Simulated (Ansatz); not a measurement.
Crystal: ZrN.

```
CELL_PARAMETERS angstrom
0.00000 2.30000 2.30000
2.30000 0.00000 2.30000
2.30000 2.30000 0.00000
ATOMIC_POSITIONS crystal
Zr 0.50000 0.50000 0.50000
N 0.00000 0.00000 0.00000
```

```yaml
Program: Ansatz 0.2.0
Task: relaxation of cell and atoms
Functional: PBEsol
Potentials_or_basis: all-electron LAPW, scalar-relativistic
Basis_error_allowed: 0.001 eV/atom
k_mesh: 7 × 7 × 7
Occupations: fermi-dirac, width 0.05 eV
Spin: no spin polarisation
```

At the start: volume 12.17 Å³/atom.

Question: Where does the relaxation end?

Answer: Over 5 steps the energy falls by 8.9 meV/atom and the volume is 11.80 Å³/atom (-3.0 %); space group Fm-3m (No. 225, to 0.05 Å).

Step by step:
```
step  energy change (eV)  largest force (eV/Å)  volume (Å³)
   1              0.0000                0.0000        24.33
   2             -0.0094                0.0000        23.13
   3             -0.0178                0.0000        23.63
   4             -0.0178                0.0000        23.61
   5             -0.0178                0.0000        23.61
```

Final structure:
```xyz
2
Lattice="0.0000 2.2768 2.2768 2.2768 0.0000 2.2768 2.2768 2.2768 0.0000" Properties=species:S:1:pos:R:3 pbc="T T T"
Zr    2.2768    2.2768    2.2768
N     0.0000    0.0000    0.0000
```

Caveat: the k mesh is thin for a metal, which can move the energy by tens of meV per atom.
